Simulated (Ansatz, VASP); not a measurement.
Two plane-wave programs on MgI2

File INCAR:

```
ALGO = Normal
EDIFF = 1E-6
ENCUT = 520
ISIF = 2
ISMEAR = 0
LASPH = True
LCHARG = False
LREAL = False
LWAVE = False
NBANDS = 15
NELM = 60
PREC = Accurate
SIGMA = 0.05
```

The input KPOINTS:

```
k-points
0
Gamma
  6 6 4
```

The input POSCAR:

```
MgI2
1.0
    4.1537001214      0.0000000000      0.0000000000
   -2.0768500607      3.5972098248      0.0000000000
    0.0000000000      0.0000000000      6.8620000000
Mg I
1 2
Direct
    0.0000000000      0.0000000000      0.0000000000
    0.3130113049      0.6565056524      0.7724063501
    0.6463446382      0.3231723191      0.2571463501
```

Input for Ansatz:

```yaml
crystal:
  lattice:
    - [4.1537001214, 0.0, 0.0]
    - [-2.0768500607, 3.5972098248, 0.0]
    - [0.0, 0.0, 6.862]
  atoms:
    - { symbol: Mg, position: [0.0, 0.0, 0.0] }
    - { symbol: I, position: [0.3130113049, 0.6565056524, 0.7724063501] }
    - { symbol: I, position: [0.6463446382, 0.3231723191, 0.2571463501] }
basis:
  ecutwfc: 420
kpoints:
  mp_grid: { grid: [6, 6, 4] }
hamiltonian:
  xc: lda
scf:
  occupations: { method: gaussian, width: 0.05 }
output:
  forces: true
  stress: true
  eigenvalues: true
```

Change from the starting cell: all I atoms moved +0.125 Å, as atom 2 towards its neighbour atom 3 (I) at 4.101 Å.

Alike in both runs: task single point; functional LDA; k mesh 6 × 6 × 4; occupations gaussian, width 0.05 eV; no spin polarisation.

|  | VASP | Ansatz |
| --- | --- | --- |
| version | VASP 6.6.1 | Ansatz 0.2.0 |
| potentials or method | VASP PAW LDA potentials, release 64 (Mg, I) | scalar-relativistic, plane waves, PAW |
| plane-wave cutoff (eV) | 520 | 420 |
| valence electrons in the cell | 16 | 44 |

```tsv
	VASP	Ansatz	Ansatz less VASP
gap on the k mesh at the Fermi level (eV)	3.26	3.27	+0.015
least direct gap on the mesh (eV)	3.33	3.32	-0.010
pressure (GPa)	-1.4	-1.3	+0.09
largest component of the traceless stress (GPa)	0.12	0.11	-0.011
rms of the force components (eV/Å)	0.238	0.236	-0.0018
```

Atom by atom the forces differ by 0.005 eV/Å (rms over components). The two sets of potentials don't hold the same shells in valence.

Caveats: spin-orbit coupling is left out, which moves the levels of the heavy elements. A k mesh can miss the band edges.
